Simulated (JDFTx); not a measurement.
The system is LiCl.

```
CELL_PARAMETERS angstrom
0.00000 2.56477 2.56477
2.56477 0.00000 2.56477
2.56477 2.56477 0.00000
ATOMIC_POSITIONS crystal
Cl 0.50000 0.50000 0.50000
Li 0.00000 0.00000 0.00000
```

Program: JDFTx 1.7.0 (patched build). Alike in all runs: task single point; no spin polarisation; cell as given; smearing fermi-dirac 0.05 eV.

Question: Order these runs on this cell by their band gap on the k mesh, lowest first.
A. level r2SCAN; potentials or basis SG15-PBE-1.2 with smoothed tails; k mesh 7 × 7 × 7; cutoff (eV) 1088; local potential set to -Z/r beyond 6 bohr; SCF threshold on the energy 1e-09 Ha; pseudo rcut 6; mesh quality not flagged
B. level PBE; potentials or basis PseudoDojo-SR-PBE-0.5-standard; k mesh 4 × 4 × 4; cutoff (eV) 1007; SCF threshold on the energy 1e-09 Ha; mesh quality coarse
C. level HSE06; potentials or basis PseudoDojo-SR-PBE-0.5-standard with smoothed tails; k mesh 3 × 3 × 3; cutoff (eV) 1007; local potential set to -Z/r beyond 6 bohr; SCF threshold on the energy 1e-07 Ha; pseudo rcut 6; mesh quality coarse
D. level LDA; potentials or basis PseudoDojo-SR-LDA-0.4.1-standard with smoothed tails; k mesh 9 × 9 × 9; cutoff (eV) 1007; local potential set to -Z/r beyond 6 bohr; SCF threshold on the energy 1e-09 Ha; pseudo rcut 6; mesh quality not flagged

Answer: D (5.99 eV), B (6.33 eV), A (7.14 eV), C (7.79 eV).

Caveats: some runs use coarse meshes; an odd mesh through Γ misses points on the zone boundary, where band edges often lie (some runs); the empty levels aren't tightly converged (some runs); this program's HSE differs a little from the usual definition (some runs); the hybrid runs on potentials with a model core (some runs).

Not every run made on this cell is shown here.
